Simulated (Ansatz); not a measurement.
The calculation used Ansatz 0.2.0, DFT PBE, scalar-relativistic, plane waves, PAW. Settings: cutoff 420 eV, Γ-centred meshes spaced at most about 0.3 Å⁻¹, and about 0.25 Å⁻¹ or finer for metals (2π included), Gaussian smearing. Spin is collinear in cells that carry moments; the others ran without spin or lost their moments.

Temperature and zero-point effects are left out.

Problem. Which of these relaxed structures of Y5N is the lowest in energy?
A. (opposed moments up to 0.3 μB) Space group F-43m (No. 216), cubic, a = 9.041 Å. Around Y on a site of symmetry 3m lie 6 Y at 3.17–3.22 Å, 3 Y at 3.75 Å and 3 N at 3.75 Å; around Y on a site of symmetry -43m lie 12 Y at 3.75 Å and 4 N at 3.91 Å; around N lie 16 Y at 3.75–3.91 Å (long against the sum of covalent radii).
B. (no moments) Space group P6/mmm (No. 191), hexagonal, a = 5.658 Å, c = 5.923 Å. Y on a site of symmetry 3m is surrounded by 2 Y at 2.95–2.98 Å, 3 Y at 3.27 Å, 3 Y at 3.58 Å and 3 N at 3.59 Å; Y on a site of symmetry 6/mmm is surrounded by 2 N at 2.96 Å and 12 Y at 3.58 Å; N is surrounded by 2 Y at 2.96 Å and 12 Y at 3.59 Å.
C. (no moments) Space group P6/mmm (No. 191), hexagonal, a = 6.171 Å, c = 8.515 Å. Y on a site of symmetry 6mm has 1 N at 2.05 Å, 6 Y at 3.71 Å and 1 Y at 4.10 Å; around Y on a site of symmetry mmm lie 4 Y at 3.09 Å, 2 N at 3.09 Å and 4 Y at 3.71 Å; N has 2 Y at 2.05 Å and 6 Y at 3.09 Å.

Solution. C. The next of these, B, lies 212 meV/atom higher. Counting Y atoms around N (those within 1.25 times the shortest such distance or 1.15 times the sum of covalent radii, 1.27 where that leaves under three; a plus sign parts nearer from farther groups; the shortest distance is added where it exceeds 1.18 times the sum of covalent radii): C has N 2+6; B has N 2+12; A has N 16 from 3.8 Å. All come from invented guesses. Even the lowest of the cells shown lies +0.63 eV/atom against the elements.

Another magnetic order may lie lower. Cells relaxed within their symmetry can be saddle points. Some types were kept out of the candidates beforehand, so the set may lack a known form.
